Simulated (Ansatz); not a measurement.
**Trial inputs on MoP**

All trials start from this Ansatz input:

```yaml
crystal:
  lattice:
    - [3.2230000535, 0.0, 0.0]
    - [-1.6115000268, 2.7911999227, 0.0]
    - [0.0, 0.0, 3.191]
  atoms:
    - { symbol: Mo, position: [0.0, 0.0, 0.0] }
    - { symbol: P, position: [0.3333333333, 0.6666666667, 0.5] }
basis:
  ecutwfc: 420
kpoints:
  mp_grid: { grid: [6, 6, 4] }
hamiltonian:
  xc: pbe
scf:
  occupations: { method: gaussian, width: 0.1 }
output:
  forces: true
  stress: true
  eigenvalues: true
```

Command:

```bash
ansatz run input.yaml --threads 1 --pin off --max-ram 1331MiB --backend cpu --events-out ev --progress --plain --runs-dir out
```

The run converges in 6 SCF iterations on 21 irreducible k-points: pressure 2.89 GPa, no gap.

The inputs are trials, many of them unsound on purpose. Their numbers show the effect of the settings and aren't properties of the material. Each trial's input is given as a difference from the reference's; energies are extrapolated to zero smearing where there is one, and pressure is positive in compression. Charged cells sit in a uniform background, and their pressures hang on that convention.

**Question.** Trial 1:

```diff
+total_charge: 0.25
 kpoints:
-  mp_grid: { grid: [6, 6, 4] }
+  mp_grid: { grid: [3, 3, 2], shift: [0, 0, 0.5] }
+  band_path: { path: [VBM, CBM], npoints: 5 }
 hamiltonian:
-  xc: pbe
+  xc: pbesol
 scf:
+  convergence: { dr2_threshold: "1e-9 eV" }
```

What happens?

**Answer.** The run converges in 7 SCF iterations on 3 irreducible k-points: pressure 2.64 GPa (with the neutralising background of the charged cell), no gap. It warns that the SCF threshold is loose for the stress.

**Question.** Trial 2:

```diff
 basis:
-  ecutwfc: 420
+  ecutwfc: "22 Ha"
 scf:
+  max_iter: 80
+  convergence: { dr2_threshold: "1e-11 eV" }
```

How does this run end?

**Answer.** The run converges in 8 SCF iterations on 21 irreducible k-points: energy 0.79 meV per atom below the reference, pressure 2.87 GPa, no gap.

**Question.** Trial 3:

```diff
+total_charge: 0.5
 kpoints:
-  mp_grid: { grid: [6, 6, 4] }
+  mp_grid: { grid: [3, 3, 1], shift: [0.5, 0.5, 0.5] }
 scf:
-  occupations: { method: gaussian, width: 0.1 }
+  occupations: { method: gaussian, width: 0.02 }
+  convergence: { dr2_threshold: "1e-2 eV" }
```

What happens?

**Answer.** The run converges in 6 SCF iterations on 4 irreducible k-points: pressure 15.28 GPa (with the neutralising background of the charged cell), largest force 0.039 eV/Å, no gap. It warns that the SCF threshold is loose for the forces; that the SCF threshold is loose for the stress; that the mesh lowers the symmetry.

**Question.** Trial 4:

```diff
 basis:
-  ecutwfc: 420
+  ecutwfc: "13 Ha"
+  ecutrho_ratio: 2
 kpoints:
-  mp_grid: { grid: [6, 6, 4] }
+  mp_grid: { kspacing: 0.67 }
 hamiltonian:
-  xc: pbe
+  xc: r2scan
 scf:
+  max_iter: 30
+  convergence: { dr2_threshold: "1e-5 eV" }
```

How does this run end?

**Answer.** The run converges in 6 SCF iterations on 8 irreducible k-points: pressure 1.60 GPa, no gap. It warns that the cutoff lies under the recommended one, 500 eV for these potentials; that the SCF threshold is loose for the forces; that the SCF threshold is loose for the stress.

**Question.** Trial 5:

```diff
 kpoints:
-  mp_grid: { grid: [6, 6, 4] }
+  mp_grid: { grid: [7, 3, 4] }
 scf:
-  occupations: { method: gaussian, width: 0.1 }
+  occupations: { method: methfessel_paxton, width: "0.01 Ry" }
```

How does this run end?

**Answer.** The run converges in 5 SCF iterations on 33 irreducible k-points: energy 45.1 meV per atom above the reference, pressure 3.86 GPa, largest force 0.044 eV/Å, no gap. It warns that the mesh lowers the symmetry.

**Question.** Trial 6:

```diff
 basis:
-  ecutwfc: 420
+  ecutwfc: 250
 hamiltonian:
-  xc: pbe
+  xc: rpbe
+  dispersion: d3bjatm
 scf:
+  mixing: { ndim: 3 }
+  max_iter: 98
```

What does the program give?

**Answer.** The run converges in 7 SCF iterations on 21 irreducible k-points: pressure -30.38 GPa (unreliable at so low a cutoff), no gap. It warns that the cutoff lies under the recommended one, 420 eV for these potentials.

**Question.** Trial 7:

```diff
 kpoints:
-  mp_grid: { grid: [6, 6, 4] }
+  mp_grid: { kspacing: 0.82 }
 scf:
-  occupations: { method: gaussian, width: 0.1 }
+  occupations: { method: cold }
+  mixing: { algorithm: broyden, ndim: 1, globalisation: backtrack }
+  convergence: { dr2_threshold: "1e-3 eV" }
+  max_iter: 85
```

What does the program give?

**Answer.** The run converges in 3 SCF iterations on 6 irreducible k-points: energy 222 meV per atom above the reference, pressure 7.71 GPa, no gap. It warns that the SCF threshold is loose for the forces; that the SCF threshold is loose for the stress.

**Question.** Trial 8 (volume scaled):

```diff
 crystal:
   lattice:
-    - [3.2230000535, 0.0, 0.0]
-    - [-1.6115000268, 2.7911999227, 0.0]
-    - [0.0, 0.0, 3.191]
+    - [3.366887432, 0.0, 0.0]
+    - [-1.683443716, 2.9158100478, 0.0]
+    - [0.0, 0.0, 3.3334587705]
 kpoints:
-  mp_grid: { grid: [6, 6, 4] }
+  mp_grid: { kspacing: 1.4 }
```

How does this run end?

**Answer.** The run converges in 6 SCF iterations on 4 irreducible k-points: energy 532 meV per atom above the reference, pressure -14.12 GPa, no gap.